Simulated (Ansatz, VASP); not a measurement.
# GdO in VASP and in Ansatz

The input INCAR:

```
  PREC = Accurate
  ENCUT = 520
  EDIFF = 1E-6
  ISMEAR = -1
  SIGMA = 0.05
  LREAL = False
  LASPH = True
  NELM = 150
  ALGO = Normal
  ISIF = 2
  LWAVE = False
  LCHARG = False
  ISPIN = 2
  MAGMOM = 7 0
  LORBIT = 11
  LMAXMIX = 6
  GGA = PE
  NBANDS = 23
```

Contents of KPOINTS:

```
Automatic mesh
0
Gamma
  9 9 9
```

File POSCAR:

```
GdO
1.0
    0.0000000000      2.7000000000      2.7000000000
    2.7000000000      0.0000000000      2.7000000000
    2.7000000000      2.7000000000      0.0000000000
Gd O
1 1
Direct
    0.0000000000      0.0000000000      0.0000000000
    0.2500000000      0.2500000000      0.2500000000
```

Contents of input.yaml:

```yaml
crystal:
  lattice:
    - [0.0, 2.7, 2.7]
    - [2.7, 0.0, 2.7]
    - [2.7, 2.7, 0.0]
  atoms:
    - { symbol: Gd, position: [0.0, 0.0, 0.0], spin: 7.0 }
    - { symbol: O, position: [0.25, 0.25, 0.25] }
hamiltonian:
  xc: pbe
  pseudopotentials: { kind: paw }
magnetization:
  spin_polarized: true
kpoints:
  mp_grid: { grid: [9, 9, 9] }
scf:
  occupations: { method: fermi_dirac, width: 0.05 }
output:
  forces: true
  stress: true
  eigenvalues: true
  write_density: true
  write_potential: true
  elf: true
  volumetric_format: npy
```

The cell comes from a database or a generator and needn't be the stable form of this composition.

Alike in both runs: task single point; functional PBE; k mesh 9 × 9 × 9; occupations fermi-dirac, width 0.05 eV; collinear spin.

|  | VASP | Ansatz |
| --- | --- | --- |
| version | VASP 6.6.1 | Ansatz 0.2.0 |
| potentials or method | VASP PAW PBE potentials, release 64 (Gd, O) | Ansatz PAW |
| plane-wave cutoff (eV) | 520 | 420 |
| valence electrons in the cell | 24 | 24 |

```tsv
	VASP	Ansatz	Ansatz less VASP
gap on the k mesh at the Fermi level (eV)	none	none	-
pressure (GPa)	-0.5	-0.6	-0.13
net moment per atom (μB)	3.78	3.77	-0.012
size of the moment on the site where the two differ most (μB)	6.87	6.83	-0.047
```

Site moments also hang on the region over which each program counts them. A gap of «none» marks a metal or a gap that the smearing closes.

Caveats: spin-orbit coupling is left out, which moves the levels of the heavy elements; a cell with one magnetic atom can't hold antiferromagnetic order, which such compounds often take; without U or exact exchange the open f shell lies at the Fermi level, which spoils levels, moments and volumes; the pressure holds a Pulay correction of +0.3 GPa for the finite cutoff (Ansatz). The state reached can hang on the start; a lower one may exist.
